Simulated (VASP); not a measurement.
# TiAl: input slips in a relaxation and what they do

Some relaxations of TiAl get a fault in the input on purpose. Which of them show, and how? The starting structure is a computed structure from the Materials Project. The first relaxation on each setting starts from this cell expanded by 3 % in volume.

Program: VASP 6.6.1. Level of theory: Kohn-Sham DFT with plane waves and PAW; PBEsol. Results are calculated unless marked as measured.

### 1. Starting point

It takes space group Pm-3m (No. 221, cubic). Conventional cell: a = 3.179 Å, b = 3.179 Å, c = 3.179 Å, α = 90.00°, β = 90.00°, γ = 90.00°. Nearest to Ti lie 8 Al at 2.75 Å. Nearest to Al lie 8 Ti at 2.75 Å. Farther neighbours are not listed.

As a file:

```
Ti Al
1.0
     3.17906    0.00000    0.00000
     0.00000    3.17906    0.00000
     0.00000    0.00000    3.17906
Ti Al
1 1
Direct
  0.00000 0.00000 0.00000
  0.50000 0.50000 0.50000
```

### 2. Reference relaxation

This run starts from the cell of an earlier relaxation, which isn't shown; the restart sets up the plane waves anew.

Contents of INCAR:

```
SYSTEM = TiAl
PREC = Accurate
ENCUT = 450
EDIFF = 1E-06
NELM = 100
ISMEAR = 1
SIGMA = 0.15
LREAL = .FALSE.
ALGO = Normal
GGA = PS
NBANDS = 13
LASPH = .TRUE.
LORBIT = 11
LWAVE = .FALSE.
LCHARG = .FALSE.
KPAR = 4
IBRION = 2
NSW = 50
ISIF = 3
EDIFFG = -0.006
```

Contents of POSCAR:

```
TiAl
1.0
    3.1557015654      0.0000000000      0.0000000000
    0.0000000000      3.1557015654      0.0000000000
    0.0000000000      0.0000000000      3.1557015654
Ti Al
1 1
Direct
    0.0000000000      0.0000000000      0.0000000000
    0.5000000000      0.5000000000      0.5000000000
```

Contents of KPOINTS:

```
Automatic mesh
0
Gamma
14 14 14
0 0 0
```

PAW data sets: Ti_sv and Al (PBE family, release 64).

Run with:

```sh
$ mpirun -np 4 vasp_std
```

The program printed:

```text
[banner, memory and clock lines left out]
running    4 mpi-ranks, on    1 nodes
 distrk:  each k-point on    1 cores,    4 groups
 distr:  one band on    1 cores,    1 groups

 POSCAR found type information on POSCAR TiAl
 POSCAR found :  2 types and       2 ions
|                                                                             |
|               ----> ADVICE to this user running VASP <----                  |
|                                                                             |
|     You enforced a specific xc type in the INCAR file but a different       |
|     [... a line on the potential file left out ...]
|     I HOPE YOU KNOW WHAT YOU ARE DOING!                                     |
|                                                                             |

 LDA part: xc-table for (Slater+PW92), standard interpolation
 POSCAR, INCAR and KPOINTS ok, starting setup
 FFT: planning ... GRIDC
 FFT: planning ... GRID_SOFT
 FFT: planning ... GRID
 WAVECAR not read
 entering main loop
       N       E                     dE             d eps       ncg     rms          rms(c)
DAV:   1     0.897092706233E+02    0.89709E+02   -0.66882E+03  3125   0.107E+03
DAV:   2    -0.939366093514E+01   -0.99103E+02   -0.95757E+02  3190   0.295E+02
DAV:   3    -0.145268184352E+02   -0.51332E+01   -0.49516E+01  4822   0.656E+01
DAV:   4    -0.146902960633E+02   -0.16348E+00   -0.16280E+00  3597   0.103E+01
DAV:   5    -0.146958746278E+02   -0.55786E-02   -0.55764E-02  4570   0.185E+00    0.104E+01
DAV:   6    -0.130356498975E+02    0.16602E+01   -0.69452E+00  3636   0.337E+01    0.286E+00
DAV:   7    -0.129807015924E+02    0.54948E-01   -0.53669E-01  3533   0.892E+00    0.180E+00
DAV:   8    -0.129699346535E+02    0.10767E-01   -0.58185E-02  4002   0.247E+00    0.511E-01
DAV:   9    -0.129677419577E+02    0.21927E-02   -0.12524E-02  3630   0.150E+00    0.179E-01
DAV:  10    -0.129678403879E+02   -0.98430E-04   -0.33495E-04  3634   0.205E-01    0.878E-02
DAV:  11    -0.129678243247E+02    0.16063E-04   -0.25902E-04  3962   0.181E-01    0.101E-02
DAV:  12    -0.129678247688E+02   -0.44408E-06   -0.99587E-06  3666   0.289E-02
   1 F= -.12967825E+02 E0= -.12967515E+02  d E =-.129678E+02
 curvature:   0.00 expect dE= 0.000E+00 dE for cont linesearch  0.000E+00
 trial: gam= 0.00000 g(F)=  0.000E+00 g(S)=  0.427E-04 ort = 0.000E+00 (trialstep = 0.100E+01)
 search vector abs. value=  0.427E-04
 bond charge predicted
       N       E                     dE             d eps       ncg     rms          rms(c)
DAV:   1    -0.129685106328E+02   -0.68631E-03   -0.12358E-02  3405   0.157E+00    0.234E-01
DAV:   2    -0.129678510561E+02    0.65958E-03   -0.31863E-03  3408   0.778E-01    0.544E-02
DAV:   3    -0.129677919159E+02    0.59140E-04   -0.25605E-04  3650   0.182E-01    0.150E-02
DAV:   4    -0.129677998021E+02   -0.78862E-05   -0.68121E-05  3973   0.505E-02    0.122E-02
DAV:   5    -0.129678119893E+02   -0.12187E-04   -0.14259E-05  3967   0.243E-02    0.309E-03
DAV:   6    -0.129678137679E+02   -0.17786E-05   -0.60235E-06  3989   0.985E-03    0.324E-03
DAV:   7    -0.129678143111E+02   -0.54327E-06   -0.61857E-07  1962   0.843E-03
   2 F= -.12967814E+02 E0= -.12967500E+02  d E =0.104577E-04
 trial-energy change:    0.000010  1 .order    0.000002   -0.000043    0.000047
 step:   0.3501(harm=  0.4753)  dis= 0.00000  next Energy=   -12.967832 (dE=-0.712E-05)
 bond charge predicted
       N       E                     dE             d eps       ncg     rms          rms(c)
DAV:   1    -0.129681215259E+02   -0.30776E-03   -0.51767E-03  3395   0.102E+00    0.151E-01
DAV:   2    -0.129678471323E+02    0.27439E-03   -0.13432E-03  3398   0.503E-01    0.355E-02
DAV:   3    -0.129678221400E+02    0.24992E-04   -0.10951E-04  3640   0.119E-01    0.969E-03
DAV:   4    -0.129678250659E+02   -0.29259E-05   -0.28869E-05  3938   0.327E-02    0.807E-03
DAV:   5    -0.129678287823E+02   -0.37164E-05   -0.59557E-06  3929   0.158E-02    0.223E-03
DAV:   6    -0.129678291624E+02   -0.38007E-06   -0.26103E-06  3602   0.648E-03
   3 F= -.12967829E+02 E0= -.12967518E+02  d E =-.439358E-05
 curvature:  -0.22 expect dE=-0.251E-06 dE for cont linesearch -0.251E-06
 trial: gam= 0.00000 g(F)=  0.159E-67 g(S)=  0.112E-05 ort =-0.692E-05 (trialstep = 0.870E+00)
 search vector abs. value=  0.112E-05
 reached required accuracy - stopping structural energy minimisation
```

It took 39 s on 4 MPI ranks of AMD EPYC 7R43, shared host; peak memory 0.55 GiB; 2.5 min of CPU time.

Lines that name or quote the potential files are left out of all logs, and their timing lines are given in words.

Parts of OUTCAR (step 2):

```text
ion  position               nearest neighbor table
   1  0.000  0.000  0.000-   2 2.73   2 2.73   2 2.73   2 2.73   2 2.73   2 2.73   2 2.73   2 2.73

  LATTYP: Found a simple cubic cell.
 ALAT       =     3.1557015654

 Subroutine GETGRP returns: Found 48 space group operations
 (whereof 48 operations were pure point group operations)

The static configuration has the point symmetry O_h .

 Found    120 irreducible k-points:

   k-points           NKPTS =    120   k-points in BZ     NKDIM =    120   number of bands    NBANDS=     13

   dimension x,y,z NGX =    24 NGY =   24 NGZ =   24
   dimension x,y,z NGXF=    48 NGYF=   48 NGZF=   48

   ENCUT  =  450.0 eV  33.07 Ry    5.75 a.u.   5.46  5.46  5.46*2*pi/ulx,y,z

   NELECT =      15.0000    total number of electrons

 k-points in reciprocal lattice and weights: Automatic mesh
   0.00000000  0.00000000  0.00000000       0.000
   0.07142857  0.00000000  0.00000000       0.002
   0.14285714  0.00000000  0.00000000       0.002
   0.21428571  0.00000000  0.00000000       0.002
   0.28571429  0.00000000  0.00000000       0.002
   0.35714286  0.00000000  0.00000000       0.002
   0.42857143  0.00000000  0.00000000       0.002
   0.50000000  0.00000000  0.00000000       0.001
   0.07142857  0.07142857  0.00000000       0.004
[...]
0.50000000  0.50000000  0.42857143       0.002
   0.50000000  0.50000000  0.50000000       0.000

 average (electrostatic) potential at core
       1 -71.6666       2 -70.8178

 E-fermi :   8.9228

 k-point     1 :       0.0000    0.0000    0.0000
  band No.  band energies     occupation
    ...
      3     -23.9993      2.00000
      4     -23.9993      2.00000
      5      -0.4386      2.00000
      6       7.4292      2.00000
      7       7.4292      2.00000
      8      10.7589     -0.00000
      9      10.7589     -0.00000
     10      10.7589     -0.00000
     11      13.4458      0.00000
     12      13.4458      0.00000
    ...

 k-point     2 :       0.0714    0.0000    0.0000
  band No.  band energies     occupation
    ...
      3     -23.9984      2.00000
      4     -23.9984      2.00000
      5      -0.3556      2.00000
      6       7.3895      2.00000
      7       7.4668      2.00000
      8      10.6120     -0.00000
      9      10.6120     -0.00000
     10      10.7691     -0.00000
     11      13.0967      0.00000
     12      13.6523      0.00000
    ...

 k-point     3 :       0.1429    0.0000    0.0000
  band No.  band energies     occupation
    ...
      3     -23.9961      2.00000
      4     -23.9961      2.00000
      5      -0.1083      2.00000
      6       7.2237      2.00000
      7       7.5759      2.00000
      8      10.2743     -0.00000
      9      10.2743     -0.00000
     10      10.7979     -0.00000
     11      12.4210      0.00000
     12      14.1721      0.00000
    ...

  Total        0.0039336      0.0039336      0.0039336     -0.0000000     -0.0000000     -0.0000000
  in kB        0.2006689      0.2006689      0.2006689     -0.0000000     -0.0000000     -0.0000000
  external PRESSURE =       0.2006689 kB  Pullay stress =       0.0000000 kB

  energy-cutoff  :      450.00
  volume of cell :       31.41
      direct lattice vectors                 reciprocal lattice vectors
     3.155054080 -0.000000000 -0.000000000     0.316951778 -0.000000000 -0.000000000
     0.000000000  3.155054080 -0.000000000     0.000000000  0.316951778 -0.000000000
     0.000000000  0.000000000  3.155054080     0.000000000  0.000000000  0.316951778

 POSITION                                       TOTAL-FORCE (eV/Angst)
 -----------------------------------------------------------------------------------
      0.00000      0.00000      0.00000        -0.000000      0.000000      0.000000
      1.57753      1.57753      1.57753         0.000000     -0.000000      0.000000
 -----------------------------------------------------------------------------------
    total drift:                                0.000000      0.000000      0.000000

  FREE ENERGIE OF THE ION-ELECTRON SYSTEM (eV)
  ---------------------------------------------------
  free  energy   TOTEN  =       -12.9678291624 eV

  energy  without entropy=      -12.9668960107  energy(sigma->0) =      -12.96751811

 reached required accuracy - stopping structural energy minimisation

 total charge
# of ion       s       p       d       tot
------------------------------------------
    1        2.196   6.128   1.988  10.312
    2        0.422   0.408   0.000   0.831
--------------------------------------------------
tot          2.619   6.536   1.988  11.143

[... 3 further parts left out ...]
```

This run has no spin polarisation. Its electron count is odd, so without a moment it is a metal by construction. The PAW data sets were made with PBE, which is usual practice but a small mismatch for other functionals. The run keeps the 48 symmetry operations of its start, so it cannot find a distortion of lower symmetry.

The reference relaxation ends at 15.703 Å³ an atom.

### 3. Relaxation with an ionic step far too long

A slip made on purpose: an ionic step far too long. Against step 2 the input has IBRION = 1 and POTIM = 2 (also changed: NELM and NSW).

Edit INCAR of step 2 so:

```diff
@@ -4,3 +4,3 @@
 EDIFF = 1E-06
-NELM = 100
+NELM = 60
 ISMEAR = 1
@@ -16,5 +16,6 @@
 KPAR = 4
-IBRION = 2
-NSW = 50
+IBRION = 1
+NSW = 30
 ISIF = 3
 EDIFFG = -0.006
+POTIM = 2
```

Contents of POSCAR:

```
TiAl
1.0
    3.2105419283      0.0000000000      0.0000000000
    0.0000000000      3.2105419283      0.0000000000
    0.0000000000      0.0000000000      3.2105419283
Ti Al
1 1
Direct
    0.0000000000      0.0000000000      0.0000000000
    0.5000000000      0.5000000000      0.5000000000
```

KPOINTS is that of step 2.

Run with:

```sh
$ mpirun -np 4 vasp_std
```

The program printed:

```text
[banner, memory and clock lines left out]
running    4 mpi-ranks, on    1 nodes
[...]
[... a notice as in an earlier step ...]

 LDA part: xc-table for (Slater+PW92), standard interpolation
 POSCAR, INCAR and KPOINTS ok, starting setup
[...]
entering main loop
       N       E                     dE             d eps       ncg     rms          rms(c)
DAV:   1     0.888116711569E+02    0.88812E+02   -0.66396E+03  3120   0.105E+03
DAV:   2    -0.962196005111E+01   -0.98434E+02   -0.95400E+02  3220   0.292E+02
DAV:   3    -0.145970130398E+02   -0.49751E+01   -0.47803E+01  4741   0.647E+01
DAV:   4    -0.147441153966E+02   -0.14710E+00   -0.14656E+00  3591   0.100E+01
[...]
DAV:  11    -0.129389413581E+02    0.30380E-04   -0.23771E-04  4034   0.169E-01    0.152E-02
DAV:  12    -0.129389410685E+02    0.28960E-06   -0.11561E-05  3682   0.288E-02    0.979E-03
DAV:  13    -0.129389407714E+02    0.29702E-06   -0.86301E-07  2533   0.937E-03
   1 F= -.12938941E+02 E0= -.12938776E+02  d E =-.129389E+02
[... from here on, the cycles between the ionic steps are left out ...]
   2 F= -.11652545E+02 E0= -.11652553E+02  d E =0.128640E+01
   3 F= -.12968133E+02 E0= -.12967855E+02  d E =-.131559E+01
   4 F= -.12969315E+02 E0= -.12969015E+02  d E =-.118202E-02
   5 F= -.12969424E+02 E0= -.12969113E+02  d E =-.109485E-03
   6 F= -.12969432E+02 E0= -.12969123E+02  d E =-.781743E-05
 BRION: g(F)=  0.274E-65 g(S)=  0.399E-05 retain N=  1 mean eig= 0.18
 eig:   0.183
 reached required accuracy - stopping structural energy minimisation
```

Elapsed: 96 s, on 4 MPI ranks; peak memory 0.58 GiB.

OUTCAR, selected parts (step 3):

```text
  Total        0.0037135      0.0037135      0.0037135     -0.0000000      0.0000000     -0.0000000
  in kB        0.1893719      0.1893719      0.1893719     -0.0000000      0.0000000     -0.0000000
  external PRESSURE =       0.1893719 kB  Pullay stress =       0.0000000 kB

 POSITION                                       TOTAL-FORCE (eV/Angst)
 -----------------------------------------------------------------------------------
      0.00000     -0.00000     -0.00000        -0.000000      0.000000      0.000000
      1.57772      1.57772      1.57772         0.000000     -0.000000      0.000000
 -----------------------------------------------------------------------------------
    total drift:                               -0.000000      0.000000      0.000000

  FREE ENERGIE OF THE ION-ELECTRON SYSTEM (eV)
  ---------------------------------------------------
  free  energy   TOTEN  =       -12.9694320037 eV

  energy  without entropy=      -12.9685055986  energy(sigma->0) =      -12.96912320

[... 2 parts as in an earlier step ...]

[... 2 further parts left out ...]
[key lines of the parts left out:]
E-fermi :   8.9185
```

With an ionic step far too long the cell ends at 15.709 Å³ an atom, +0.04 % from the reference.

### 4. Relaxation with a leftover external pressure of 100 kbar

A slip made on purpose: a leftover external pressure of 100 kbar. Against step 2 the input has PSTRESS = 100 (also changed: NELM).

Edit INCAR of step 3 so:

```diff
@@ -16,6 +16,6 @@
 KPAR = 4
-IBRION = 1
-NSW = 30
+IBRION = 2
+NSW = 50
 ISIF = 3
 EDIFFG = -0.006
-POTIM = 2
+PSTRESS = 100
```

POSCAR is that of step 3.

KPOINTS is that of step 3.

Run with:

```sh
$ mpirun -np 4 vasp_std
```

The program printed:

```text
[... set-up lines as in an earlier step ...]
 entering main loop
       N       E                     dE             d eps       ncg     rms          rms(c)
[... 13 cycles as in an earlier step ...]
   1 F= -.10873444E+02 E0= -.10873280E+02  d E =-.108734E+02
[...]
2 F= -.10866995E+02 E0= -.10866547E+02  d E =0.644927E-02
[...]
3 F= -.11081078E+02 E0= -.11080589E+02  d E =-.207634E+00
[...]
4 F= -.11081181E+02 E0= -.11080687E+02  d E =-.207736E+00
[...]
reached required accuracy - stopping structural energy minimisation
```

The job ended after 83 s (4 MPI ranks; peak memory 0.55 GiB).

OUTCAR, selected parts (step 4):

```text
  Total        1.8160110      1.8160110      1.8160110      0.0000000      0.0000000     -0.0000000
  in kB       99.5730786     99.5730786     99.5730786      0.0000000      0.0000000     -0.0000000
  external PRESSURE =      -0.4269214 kB  Pullay stress =     100.0000000 kB

 POSITION                                       TOTAL-FORCE (eV/Angst)
 -----------------------------------------------------------------------------------
      0.00000      0.00000      0.00000         0.000000      0.000000      0.000000
      1.54004      1.54004      1.54004        -0.000000     -0.000000     -0.000000
 -----------------------------------------------------------------------------------
    total drift:                               -0.000000      0.000000      0.000000

  FREE ENERGIE OF THE ION-ELECTRON SYSTEM (eV)
  ---------------------------------------------------
  free  energy   TOTEN  =       -12.9049778340 eV

  energy  without entropy=      -12.9034967906  energy(sigma->0) =      -12.90448415

[... 2 parts as in an earlier step ...]

[... 2 further parts left out ...]
[key lines of the parts left out:]
E-fermi :   9.7162
```

With a leftover external pressure of 100 kbar the cell ends at 14.610 Å³ an atom, -6.96 % from the reference.

(Part 1 of 2 ends here.)

[Lines on the potential files, build, host, timing and source positions are cut from VASP's logs without a mark.]

[Logs are printed without paths, hosts, clocks, repeated set-up lines and the standing remarks that a program may print on its own settings, such as how far it seeks lower states.]

[Hosts, paths, dates, database ids (printed as entryN), source tags and the programs' standing remarks are cut or masked in the printed files.]
